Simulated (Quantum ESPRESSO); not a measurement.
Input of a Quantum ESPRESSO 7.5 run:

File pw.in:

```
&CONTROL
  calculation = 'scf'
  prefix = 'pwscf'
  outdir = './tmp'
  pseudo_dir = './pseudo'
  tprnfor = .true.
  disk_io = 'low'
/
&SYSTEM
  ibrav = 0
  nat = 2
  ntyp = 2
  ecutwfc = 75
  nbnd = 17
  input_dft = 'XC-000I-000I-000I-000I-000I-660L'
  occupations = 'fixed'
  nqx1 = 4
  nqx2 = 4
  nqx3 = 4
  ecutfock = 150
  nosym = .true.
/
&ELECTRONS
  conv_thr = 1d-07
  electron_maxstep = 120
  mixing_beta = 0.5
  adaptive_thr = .true.
/
ATOMIC_SPECIES
I    126.9045 I_ONCV_PBE-1.2.upf
K     39.0983 K_ONCV_PBE-1.2.upf
CELL_PARAMETERS bohr
   0.0000000000    6.6759772099    6.6759772099
   6.6759772099    0.0000000000    6.6759772099
   6.6759772099    6.6759772099    0.0000000000
ATOMIC_POSITIONS bohr
I      6.6759772099    6.6759772099    6.6759772099
K      0.0000000000    0.0000000000    0.0000000000
K_POINTS automatic
4 4 4 0 0 0
```

pp_density.in

```
&INPUTPP
  prefix = 'pwscf'
  outdir = './tmp'
  filplot = 'density.dat'
  plot_num = 0
/
&PLOT
  nfile = 1
  filepp(1) = 'density.dat'
  iflag = 3
  output_format = 6
  fileout = 'density.cube'
/
```

File pp_potential.in:

```
&INPUTPP
  prefix = 'pwscf'
  outdir = './tmp'
  filplot = 'potential.dat'
  plot_num = 11
/
&PLOT
  nfile = 1
  filepp(1) = 'potential.dat'
  iflag = 3
  output_format = 6
  fileout = 'potential.cube'
/
```

The input pp_elf.in:

```
&INPUTPP
  prefix = 'pwscf'
  outdir = './tmp'
  filplot = 'elf.dat'
  plot_num = 8
/
&PLOT
  nfile = 1
  filepp(1) = 'elf.dat'
  iflag = 3
  output_format = 6
  fileout = 'elf.cube'
/
```

Potentials or basis: SG15 PBE 1.2.

Run with:

```bash
$ OMP_NUM_THREADS=1 mpirun -n 2 pw.x -nk 2 -in pw.in > pw.out
$ OMP_NUM_THREADS=1 mpirun -n 1 pp.x -in pp_density.in > pp_density.out
$ OMP_NUM_THREADS=1 mpirun -n 1 pp.x -in pp_potential.in > pp_potential.out
$ OMP_NUM_THREADS=1 mpirun -n 1 pp.x -in pp_elf.in > pp_elf.out
```

(1) Estimate the band gap on the k mesh.

Results:

(1) 6.21 eV, direct.

Caveat: spin-orbit coupling is left out, which moves the levels of the heavy elements.

**Experimental background.**

From a printed reference work, monograph, for a bulk crystal of KI: band gap 6.32 eV.

Against the measured gap of KI, 6.32 eV (a printed reference work, monograph), the calculated 6.21 eV is off by -0.11 eV. Spin-orbit coupling on I is left out. The value is that of r2SCAN0, without temperature or zero-point motion.
